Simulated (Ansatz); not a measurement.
## A vibration from a frozen displacement in SrO

Level of theory: DFT r2SCAN, scalar-relativistic, plane waves, PAW (Ansatz). Settings: plane waves to 500 eV, k-mesh 8×8×8 (Γ-centred), Gaussian smearing 0.05 eV. No spin polarisation. Energies are free energies at this smearing, counted from the undisturbed cell; pressure is positive in compression.

Reference structure (as given, not relaxed at this level; it stands at 1.1 GPa):

```
CELL_PARAMETERS angstrom
0.00000 2.56980 2.56980
2.56980 0.00000 2.56980
2.56980 2.56980 0.00000
ATOMIC_POSITIONS crystal
Sr 0.00000 0.00000 0.00000
O 0.50000 0.50000 0.50000
```

Every Sr atom is moved by x along the Cartesian unit vector (0.000, 0.000, -1.000); the cell and all other atoms stay fixed. The cell's volume is 33.94 Å³; the moved atoms weigh 87.620 u together and the others 15.999 u. Some rows repeat others by symmetry and weren't run.

| x (Å) | ΔE (meV/cell) | total force on the moved atoms along the move (eV/Å) | pressure (GPa) |
| --- | --- | --- | --- |
| -0.5000 | 573.07 | 3.3772 | 10.5924 |
| -0.4375 | 390.36 | 2.5037 | 7.9518 |
| -0.3750 | 256.21 | 1.8175 | 5.8575 |
| -0.3125 | 159.97 | 1.2853 | 4.2363 |
| -0.2500 | 92.94 | 0.8783 | 3.0201 |
| -0.1875 | 48.12 | 0.5706 | 2.1484 |
| -0.1250 | 20.05 | 0.3380 | 1.5690 |
| -0.0625 | 4.81 | 0.1561 | 1.2396 |
| 0.0000 | 0.00 | 0.0000 | 1.1330 |
| 0.0625 | 4.81 | -0.1561 | 1.2396 |
| 0.1250 | 20.05 | -0.3380 | 1.5690 |
| 0.1875 | 48.12 | -0.5706 | 2.1484 |
| 0.2500 | 92.94 | -0.8783 | 3.0201 |
| 0.3125 | 159.97 | -1.2853 | 4.2363 |
| 0.3750 | 256.21 | -1.8175 | 5.8575 |
| 0.4375 | 390.36 | -2.5037 | 7.9518 |
| 0.5000 | 573.07 | -3.3772 | 10.5924 |

Task: What frequency belongs to this motion?

Result: The force constant is k = −dF/dx = 2.498 eV/Å², from the parabola through x = -0.0625, 0 and 0.0625. In every cell the moved atoms swing against the rest, so the mass is μ = m₁m₂/(m₁ + m₂) = 13.529 u, and ν̃ = 521.5 cm⁻¹ × √(|k|/μ) = 224 cm⁻¹, at this cell's pressure of 1.1 GPa. To first order in x, and within 1 %, the force on every atom lies along the move and, within each of the two groups, in proportion to the atom's mass, so this is itself a mode at the zone centre of this cell, taken without macroscopic field (the transverse frequency in a polar insulator).

Task: How far does the harmonic law reach?

Result: At x = -0.500 Å, kx²/2 = 312.20 meV against the computed 573.07 meV (+83.6 %): the well stiffens in this direction at large amplitude.

Task: The pressure changes with x². What does that say about the frequency under compression?

Result: With E = k(V)x²/2, k ∝ V^(−2γ) and x scaling with the cell as V^(1/3), P − P0 = −∂E/∂V = (2γ − 2/3) ΔE/V. At x = 0.1250 Å, V(P − P0) = 33.94 × 0.43599 / 160.2 eV = 92.36 meV and ΔE = 20.05 meV, so γ = 1/3 + V(P − P0)/(2ΔE) = 2.64. This is the Grüneisen parameter of the motion under uniform scaling of the cell: shrinking the cell evenly by 1 % in volume raises the frequency by about 2.64 %.